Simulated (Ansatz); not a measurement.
**Co in Ansatz: the effect of target pressure**

Co:

```
CELL_PARAMETERS angstrom
2.47200 0.00000 0.00000
-1.23600 2.14081 0.00000
0.00000 0.00000 4.02114
ATOMIC_POSITIONS crystal
Co 0.66667 0.33333 0.75000
Co 0.33333 0.66667 0.25000
```

Alike in all runs:

| Quantity | Value |
| --- | --- |
| Program | Ansatz 0.2.0 |
| Task | relaxation of cell and atoms |
| Functional | PBEsol |
| Potentials or basis | all-electron LAPW, scalar-relativistic |
| Basis error allowed | 0.001 eV/atom |
| k mesh | 12 × 12 × 7 |
| Occupations | fermi-dirac, width 0.05 eV |
| Spin | collinear spin, ferromagnetic start |
| Starting moments | [2.0, 2.0] μB |

Each run relaxes the cell or the atoms first.

```tsv
target pressure	relaxed volume (Å³/atom)	moment (μB)
0 GPa	10.36	3.13
5 GPa	10.15	3.07
10 GPa	9.97	3.03
20 GPa	9.66	2.99
30 GPa	?	?
```

**Question.** What does the run with target pressure 30 GPa give?

**Answer.** Relaxed volume 9.40 Å³/atom; moment 2.97 μB.

Worked out: In Murnaghan's law V^(-B') rises as a straight line in P. The other rows fit best with B' = 5.8, V0 = 10.36 Å³/atom and B0 = 232 GPa, which gives 9.41 Å³/atom at 30 GPa, against the run's 9.40. A parabola through the other rows of the moment, of slope 0.0054 μB per GPa there, extrapolates to 3.01 μB, against the run's 2.97.
